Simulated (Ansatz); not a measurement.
## Os under changes of volume

One of the cells (13.982 Å³/atom); the others are scaled copies at fixed shape and fractional positions:

```
CELL_PARAMETERS angstrom
2.73410 0.00000 0.00000
-1.36705 2.36780 0.00000
0.00000 0.00000 4.31970
ATOMIC_POSITIONS crystal
Os 0.66667 0.33333 0.75000
Os 0.33333 0.66667 0.25000
```

| Property | Result |
| --- | --- |
| Program | Ansatz 0.2.0 |
| Functional | r2SCAN |
| Potentials or basis | Ansatz PAW |
| Cutoff | 500 eV (not typed: the program's choice for these potentials) |
| k mesh | 11 × 11 × 6 |
| Occupations | fermi-dirac, width 0.05 eV |
| Spin | no spin polarisation |

```csv
volume (Å³/atom),energy over the lowest point (meV/atom),pressure (GPa)
13.143,81.73,32.0
13.423,36.14,20.5
13.703,9.58,10.2
13.982,0.00,1.0
14.262,?,?
14.542,24.58,-14.4
14.821,55.63,-20.9
```

Question: What does the run at 14.262 Å³/atom give?

Answer: Energy over the lowest point 5.55 meV/atom; pressure -7.1 GPa.

Worked out: A Birch-Murnaghan fit of order 3 (a polynomial in V^(-2/3)) to the other rows has its minimum at 14.02 Å³/atom with B0 = V·E''(V) = 428 GPa and B' = 4.6 at fixed shape and positions, which overstates the stiffness. It gives 5.52 meV/atom at 14.262 Å³/atom, against the run's 5.55, and -dE/dV = -7.2 GPa, against -7.1.

Energies are extrapolated to zero smearing.

Caveats: the PAW data sets come from PBE, with cores solved anew for the run's functional, which leaves a small shift of forces and pressure.
